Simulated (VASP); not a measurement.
# Al (Im-3m) in VASP: further runs

Runs on Al. Level: LDA. Tasks: equation of state.

Everything below comes from runs of VASP 6.6.1. Logs are shortened: lines on timing, memory, paths and dates and some standing lists are left out, and cuts for length are marked.

## Step 1: The crystal as given

The structure is cubic, space group Im-3m (No. 229). The conventional cell has a = 3.196 Å, b = 3.196 Å, c = 3.196 Å, α = 90.00°, β = 90.00°, γ = 90.00°. Around Al (site symmetry m-3m) lie 8 Al at 2.77 Å.

This isn't the form of Al at room conditions, which is fcc.

## Step 2: Equation of state, LDA, 15.67 Å³/atom (a relaxed cell with its volume scaled by 0.96)

Input file INCAR:

```
ALGO = Normal
EDIFF = 1E-7
ENCUT = 520
ISIF = 2
ISMEAR = -1
LASPH = T
LCHARG = F
LREAL = F
LWAVE = F
NELM = 100
PREC = Accurate
SIGMA = 0.05
```

Input file KPOINTS:

```
k-points
0
Gamma
  10 10 10
```

Input file POSCAR:

```
Al                                      
1.0
   -1.5763976068      1.5763976068      1.5763976068
    1.5763976068     -1.5763976068      1.5763976068
    1.5763976068      1.5763976068     -1.5763976068
  Al            
     1
Direct
     0.0000000000000000    0.0000000000000000    0.0000000000000000
```

Potentials or basis: VASP PAW LDA potentials, release 64 (Al).

On the command line:

```bash
cat potpaw_LDA.64/Al/POTCAR > POTCAR
mpirun -np 1 vasp_std > vasp.out
```

OUTCAR:

```text
EDIFF = 1E-7
   ENCUT = 520
   ISIF = 2
   ISMEAR = -1
   LASPH = T
   LREAL = F
   NELM = 100
   PREC = Accurate

 ion  position               nearest neighbor table
   1  0.000  0.000  0.000-

  LATTYP: Found a body centered cubic cell.
 ALAT       =     3.1527952136

  Lattice vectors:

 A1 = (  -1.5763976068,   1.5763976068,   1.5763976068)
 A2 = (   1.5763976068,  -1.5763976068,   1.5763976068)
 A3 = (   1.5763976068,   1.5763976068,  -1.5763976068)

Analysis of symmetry for initial positions (statically):
=====================================================================
 Subroutine PRICEL returns:
 Original cell was already a primitive cell.

 Routine SETGRP: Setting up the symmetry group for a
 body centered cubic supercell.

 Subroutine GETGRP returns: Found 48 space group operations
 (whereof 48 operations were pure point group operations)
 out of a pool of 48 trial point group operations.

The static configuration has the point symmetry O_h .

Analysis of symmetry for dynamics (positions and initial velocities):
=====================================================================
 Subroutine PRICEL returns:
 Original cell was already a primitive cell.

 Routine SETGRP: Setting up the symmetry group for a
 body centered cubic supercell.

 Subroutine GETGRP returns: Found 48 space group operations
 (whereof 48 operations were pure point group operations)
 out of a pool of 48 trial point group operations.

The dynamic configuration has the point symmetry O_h .

 Subroutine INISYM returns: Found 48 space group operations
 (whereof 48 operations are pure point group operations),
 and found     1 'primitive' translations

----------------------------------------------------------------------------------------

                                     Primitive cell

  volume of cell :      15.6696

  direct lattice vectors                    reciprocal lattice vectors
    -1.576397607  1.576397607  1.576397607     0.000000000  0.317178863  0.317178863
     1.576397607 -1.576397607  1.576397607     0.317178863  0.000000000  0.317178863
     1.576397607  1.576397607 -1.576397607     0.317178863  0.317178863  0.000000000

  length of vectors
     2.730400748  2.730400748  2.730400748     0.448558649  0.448558649  0.448558649

  position of ions in fractional coordinates (direct lattice)
     0.000000000  0.000000000  0.000000000

  ion indices of the primitive-cell ions
   primitive index   ion index
                 1           1

----------------------------------------------------------------------------------------

 KPOINTS: k-points

Automatic generation of k-mesh.
 Grid dimensions read from file:
 generate k-points for:   10   10   10

 Generating k-lattice:

  Cartesian coordinates                     Fractional coordinates (reciprocal lattice)
     0.000000000  0.031717886  0.031717886     0.100000000  0.000000000  0.000000000
     0.031717886  0.000000000  0.031717886     0.000000000  0.100000000  0.000000000
     0.031717886  0.031717886  0.000000000     0.000000000  0.000000000  0.100000000

  Length of vectors
     0.044855865  0.044855865  0.044855865

  Shift w.r.t. Gamma in fractional coordinates (k-lattice)
     0.000000000  0.000000000  0.000000000

 Subroutine IBZKPT returns following result:
 ===========================================

 Found     47 irreducible k-points:

 Following reciprocal coordinates:
            Coordinates               Weight
  0.000000  0.000000  0.000000      1.000000
  0.100000  0.000000  0.000000     12.000000
  0.200000  0.000000  0.000000     12.000000
  0.300000  0.000000  0.000000     12.000000
  0.400000  0.000000  0.000000     12.000000
  0.500000  0.000000  0.000000      6.000000
[... 16 lines left out ...]
  0.300000  0.300000  0.100000      8.000000
 -0.300000  0.300000  0.100000     24.000000
 [... further k-points ...]
   k-points           NKPTS =     47   k-points in BZ     NKDIM =     47   number of bands    NBANDS=      5
   number of dos      NEDOS =    301   number of ions     NIONS =      1
   total plane-waves  NPLWV =   8000
   dimension x,y,z NGX =    20 NGY =   20 NGZ =   20
   dimension x,y,z NGXF=    40 NGYF=   40 NGZF=   40
   ions per type =               1
   NGX,Y,Z   is equivalent  to a cutoff of  12.18, 12.18, 12.18 a.u.
   NGXF,Y,Z  is equivalent  to a cutoff of  24.35, 24.35, 24.35 a.u.
 SYSTEM =  unknown system
   PREC   = accura    normal or accurate (medium, high low for compatibility)
   ISTART =      0    job   : 0-new  1-cont  2-samecut
   ICHARG =      2    charge: 1-file 2-atom 10-const
   ISPIN  =      1    spin polarized calculation?
   LNONCOLLINEAR =      F non collinear calculations
   LSORBIT =      F    spin-orbit coupling
   LASPH  =      T    aspherical Exc in radial PAW
   ENCUT  =  520.0 eV  38.22 Ry    6.18 a.u.   5.08  5.08  5.08*2*pi/ulx,y,z
   NELM   =    100;   NELMIN=  2; NELMDL= -5     # of ELM steps
   EDIFF  = 0.1E-06   stopping-criterion for ELM
   LREAL  =      F    real-space projection
   EDIFFG = 0.1E-05   stopping-criterion for IOM
   NSW    =      0    number of steps for IOM
   IBRION =     -1    ionic relax: 0-MD 1-quasi-New 2-CG
   NFREE  =      0    steps in history (QN), initial steepest desc. (CG)
   ISIF   =      2    stress and relaxation
   ISYM   =      2    0-nonsym 1-usesym 2-fastsym
   POTIM  = 0.5000    time-step for ionic-motion
   TEBEG  =    0.0;   TEEND  =   0.0 temperature during run
   PSTRESS=    0.0 pullay stress
   NELECT =       3.0000    total number of electrons
   NUPDOWN=      -1.0000    fix difference up-down
   EMIN   =  10.00;   EMAX   =-10.00  energy-range for DOS
   EFERMI =   0.00;   METHOD = LEGACY
   ISMEAR =    -1;   SIGMA  =   0.05  broadening in eV -4-tet -1-fermi 0-gaus
   EFERMI_NEDOS =   21; number of points for ismear=-14 and -15
   IALGO  =     38    algorithm
   IMIX   =      4    mixing-type and parameters
     AMIX     =   0.40;   BMIX     =  1.00
     AMIX_MAG =   1.60;   BMIX_MAG =  1.00
  volume/ion in A,a.u.               =      15.67       105.74
  Fermi-wavevector in a.u.,A,eV,Ry     =   0.943545  1.783042 12.112967  0.890278
  Thomas-Fermi vector in A             =   2.071263
   LORBIT       =      0    0 simple, 1 ext, 2 COOP (PROOUT), +10 PAW based schemes
   GGA     = CA    functional components
   LHFCALC =     F    Hartree Fock is set to
   AEXX    =    0.0000 exact exchange contribution
   IVDW    =     0    specifies the selected vdW correction
   LEPSILON=     F    determine dielectric tensor
   LRPA    =     F    only Hartree local field effects (RPA)
 non-spin polarized calculation
  energy-cutoff  :      520.00
  volume of cell :       15.67
 maximum number of plane-waves:       435
   NGX = 11   NGY = 11   NGZ = 11

 number of electron       3.0000000 magnetization

 Free energy of the ion-electron system (eV)
  ---------------------------------------------------
  ext. energy  EPLUGINS =         0.00000000
  ---------------------------------------------------
  free energy    TOTEN  =        -4.10127005 eV

  energy without entropy =       -4.09864642  energy(sigma->0) =       -4.09995824

 E-fermi :   8.3047     XC(G=0): -10.5390

 val. band max:        8.2495098557   @ k =   0.5000   0.5000   0.4000
 cond. band min:       8.3216613844   @ k =  -0.4000   0.4000   0.2000
 fundamental gap:      0.0721515288
 Fermi energy:         8.3046878602

 k-point     1 :       0.0000    0.0000    0.0000
  band No.  band energies     occupation
      1      -3.1170      2.00000
      2      21.8462      0.00000
      3      21.8462      0.00000
      4      21.8462      0.00000
      5      23.5375      0.00000

 k-point     2 :       0.1000    0.0000    0.0000
  band No.  band energies     occupation
      1      -2.8201      2.00000
      2      19.0200      0.00000
      3      20.4104      0.00000
      4      20.8255      0.00000
      5      22.4518      0.00000

 k-point     3 :       0.2000    0.0000    0.0000
  band No.  band energies     occupation
      1      -1.9332      2.00000
      2      14.8021      0.00000
      3      18.8347      0.00000
      4      19.1819      0.00000
      5      20.8707      0.00000

 k-point     4 :       0.3000    0.0000    0.0000
  band No.  band energies     occupation
      1      -0.4681      2.00000
      2      10.8041      0.00000
      3      17.6926      0.00000
      4      17.8489      0.00000
      5      19.6422      0.00000

 k-point     5 :       0.4000    0.0000    0.0000
  band No.  band energies     occupation
      1       1.5552      2.00000
      2       7.2385      2.00000
      3      17.0082      0.00000
      4      17.0181      0.00000
      5      18.8892      0.00000

 k-point     6 :       0.5000    0.0000    0.0000
  band No.  band energies     occupation
      1       3.8683      2.00000
      2       4.4092      2.00000
      3      16.7376      0.00000
      4      16.7805      0.00000
      5      18.6367      0.00000
[... 113 lines left out ...]
 k-point    21 :       0.3000    0.2000    0.1000
  band No.  band energies     occupation
      1       4.0978      2.00000
      2       6.9391      2.00000
      3       9.7678      0.00000
      4      12.6321      0.00000
      5      25.8544      0.00000

 k-point    22 :      -0.2000    0.2000    0.1000
  band No.  band energies     occupation
      1      -1.6388      2.00000
      2      14.9863      0.00000
      3      16.7058      0.00000
      4      19.1729      0.00000
      5      20.8101      0.00000

 k-point    23 :       0.3000    0.3000    0.1000
  band No.  band energies     occupation
      1       6.3348      2.00000
      2       6.3348      2.00000
      3       7.3691      2.00000
      4      12.3486      0.00000
      5      27.8338      0.00000

 k-point    24 :      -0.3000    0.3000    0.1000
  band No.  band energies     occupation
      1      -0.1768      2.00000
      2      11.0583      0.00000
      3      15.4354      0.00000
      4      17.9111      0.00000
      5      20.6179      0.00000

 [... further k-points ...]

------------------------ aborting loop because EDIFF is reached ----------------------------------------

  FORCE on cell =-STRESS in cart. coord.  units (eV):
  Direction    XX          YY          ZZ          XY          YZ          ZX
  --------------------------------------------------------------------------------------
  -------------------------------------------------------------------------------------
  Total        0.3321977      0.3321977      0.3321977      0.0000000      0.0000000     -0.0000000
  in kB       33.9664330     33.9664330     33.9664330      0.0000000      0.0000000     -0.0000000
  external PRESSURE =      33.9664330 kB  Pullay stress =       0.0000000 kB

 VOLUME and BASIS-vectors are now :
 -----------------------------------------------------------------------------
  energy-cutoff  :      520.00
  volume of cell :       15.67
      direct lattice vectors                 reciprocal lattice vectors
    -1.576397607  1.576397607  1.576397607     0.000000000  0.317178863  0.317178863
     1.576397607 -1.576397607  1.576397607     0.317178863  0.000000000  0.317178863
     1.576397607  1.576397607 -1.576397607     0.317178863  0.317178863  0.000000000

 POSITION                                       TOTAL-FORCE (eV/Angst)
 -----------------------------------------------------------------------------------
      0.00000      0.00000      0.00000         0.000000     -0.000000      0.000000
 -----------------------------------------------------------------------------------
    total drift:                                0.000000      0.000000      0.000000

  FREE ENERGIE OF THE ION-ELECTRON SYSTEM (eV)
  ---------------------------------------------------
  free  energy   TOTEN  =        -4.1012700520 eV

  energy  without entropy=       -4.0986464249  energy(sigma->0) =       -4.09995824
```

Wall time 2.1 s (1 thread of Intel Xeon Platinum 8488C (Sapphire Rapids), shared host); peak memory 0.11 GiB.

Results:

```
Free energy            : -4.1013 eV
Pressure               : 3.4 GPa
Band gap on the k mesh : none (metal or under the smearing width)
```

## Step 3: Equation of state, LDA, 16.00 Å³/atom (a relaxed cell with its volume scaled by 0.98)

INCAR is that of step 2.

KPOINTS is that of step 2.

Input file POSCAR:

```
Al                                      
1.0
   -1.5872696580      1.5872696580      1.5872696580
    1.5872696580     -1.5872696580      1.5872696580
    1.5872696580      1.5872696580     -1.5872696580
  Al            
     1
Direct
     0.0000000000000000    0.0000000000000000    0.0000000000000000
```

Potentials or basis: VASP PAW LDA potentials, release 64 (Al).

On the command line:

```bash
cat potpaw_LDA.64/Al/POTCAR > POTCAR
mpirun -np 1 vasp_std > vasp.out
```

It took 2.2 s on 1 thread of Intel Xeon Platinum 8488C (Sapphire Rapids), shared host; peak memory 0.11 GiB.

The run converged. Its results:

| Property | Result |
| --- | --- |
| Free energy | -4.1063 eV |
| Pressure | 1.6 GPa |
| Band gap on the k mesh | none (metal or under the smearing width) |

## Step 4: Equation of state, LDA, 16.32 Å³/atom

INCAR is that of step 3.

KPOINTS is that of step 3.

Input file POSCAR:

```
Al                                      
1.0
   -1.5979947783      1.5979947783      1.5979947783
    1.5979947783     -1.5979947783      1.5979947783
    1.5979947783      1.5979947783     -1.5979947783
  Al            
     1
Direct
     0.0000000000000000    0.0000000000000000    0.0000000000000000
```

On the command line:

```bash
cat potpaw_LDA.64/Al/POTCAR > POTCAR
mpirun -np 1 vasp_std > vasp.out
```

Wall time 2.5 s (1 thread of Intel Xeon Platinum 8488C (Sapphire Rapids), shared host); peak memory 0.12 GiB.

The run converged. Its results:

| Quantity | Value |
| --- | --- |
| Free energy | -4.1080 eV |
| Pressure | 0.0 GPa |
| Band gap on the k mesh | none (metal or under the smearing width) |

## Step 5: Equation of state, LDA, 16.65 Å³/atom (a relaxed cell with its volume scaled by 1.02)

INCAR is that of step 4.

KPOINTS is that of step 4.

Input file POSCAR:

```
Al                                      
1.0
   -1.6085778336      1.6085778336      1.6085778336
    1.6085778336     -1.6085778336      1.6085778336
    1.6085778336      1.6085778336     -1.6085778336
  Al            
     1
Direct
     0.0000000000000000    0.0000000000000000    0.0000000000000000
```

On the command line:

```bash
cat potpaw_LDA.64/Al/POTCAR > POTCAR
mpirun -np 1 vasp_std > vasp.out
```

Run time: 2.7 s. Hardware: 1 thread of Intel Xeon Platinum 8488C (Sapphire Rapids), shared host; peak memory 0.11 GiB.

The run converged. Its results:

* Free energy: -4.1065 eV
* Pressure: -1.4 GPa
* Band gap on the k mesh: none (metal or under the smearing width)

## Step 6: Equation of state, LDA, 16.98 Å³/atom (a relaxed cell with its volume scaled by 1.04)

INCAR is that of step 5.

KPOINTS is that of step 5.

Input file POSCAR:

```
Al                                      
1.0
   -1.6190234369      1.6190234369      1.6190234369
    1.6190234369     -1.6190234369      1.6190234369
    1.6190234369      1.6190234369     -1.6190234369
  Al            
     1
Direct
     0.0000000000000000    0.0000000000000000    0.0000000000000000
```

Potentials or basis: VASP PAW LDA potentials, release 64 (Al).

On the command line:

```bash
cat potpaw_LDA.64/Al/POTCAR > POTCAR
mpirun -np 1 vasp_std > vasp.out
```

Run time: 2.2 s. Hardware: 1 thread of Intel Xeon Platinum 8488C (Sapphire Rapids), shared host; peak memory 0.11 GiB.

It converged, with:

- Free energy: -4.1022 eV
- Pressure: -2.7 GPa
- Band gap on the k mesh: none (metal or under the smearing width)

## Step 7: Equation of state, LDA

Potentials or basis: VASP PAW LDA potentials, release 64 (Al).

This step only gathers the single runs of the series.

What came out:

- Equilibrium volume: 16.32 Å³/atom
- Bulk modulus: 76 GPa
- Pressure derivative of the bulk modulus: 4.4 (rough: it moves with the points fitted)

Energy against volume, from the lowest point:
| volume (Å³/atom) | energy (meV/atom) |
| --- | --- |
| 15.670 | 6.70 |
| 15.996 | 1.62 |
| 16.322 | 0.00 |
| 16.649 | 1.48 |
| 16.975 | 5.76 |
